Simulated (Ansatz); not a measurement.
# Calculated field gradients at the nuclei for Ge at a changed volume

The cell is a COD entry, relaxed with PBE at fixed cell and then changed (volume scaled by 1.02, ions relaxed).

```xyz
12
Lattice="5.9693 0.0000 0.0000 0.0000 5.9693 0.0000 0.0000 0.0000 7.0262" Properties=species:S:1:pos:R:3 pbc="T T T"
Ge    0.5318    0.5318    0.0000
Ge    2.4529    3.5164    5.2697
Ge    5.4375    5.4375    3.5131
Ge    3.5164    2.4529    1.7566
Ge    1.0277    2.2054    1.8061
Ge    0.7793    4.0124    0.0496
Ge    4.9415    3.7639    5.3192
Ge    5.1900    1.9569    3.5627
Ge    4.0124    0.7793   -0.0496
Ge    3.7639    4.9415    1.7070
Ge    1.9569    5.1900    3.4636
Ge    2.2054    1.0277    5.2201
```

Atoms are numbered from 1 in the order listed; like atoms form one site, named after its first atom.

All values are calculated (Ansatz; DFT, PBE, plane waves and PAW, scalar-relativistic, 420 eV cutoff, Γ-centred 8×8×7 k-points, Fermi–Dirac smearing 0.02 eV), not measured.

C_Q = eQV_zz/h, which is 24.18 MHz for Q = 1 b and V_zz = 10²¹ V/m²; η = (V_xx − V_yy)/V_zz.

Ge-73: I = 9/2, Q = -196.0 mb. Quadrupole moments are those of Pyykkö's year-2017 table.

**Question.** Which values are expected at the nuclei?

**Answer.** 

| site | atoms (order as listed) | first shell | V_xx, V_yy, V_zz (10²¹ V/m²) | η | C_Q (MHz) |
| --- | --- | --- | --- | --- | --- |
| Ge1 | 1, 2, 3, 4 | 4 Ge at 2.50–2.51 Å | -0.50, -3.99, 4.49 | 0.78 | -21.3 |
| Ge5 | 5, 6, 7, 8, 9, 10, … | 4 Ge at 2.50–2.53 Å | -0.58, -5.14, 5.73 | 0.80 | -27.1 |

The relaxation (2 steps) took 48 s of wall time (3 min of CPU time) and 1.8 GiB at its peak, on 4 threads of Intel Xeon 6975P-C (Granite Rapids) (x86_64; 16 cores open to the job, memory cap 8.0 GiB, no GPU), a shared host with a load of 0.6 a core.
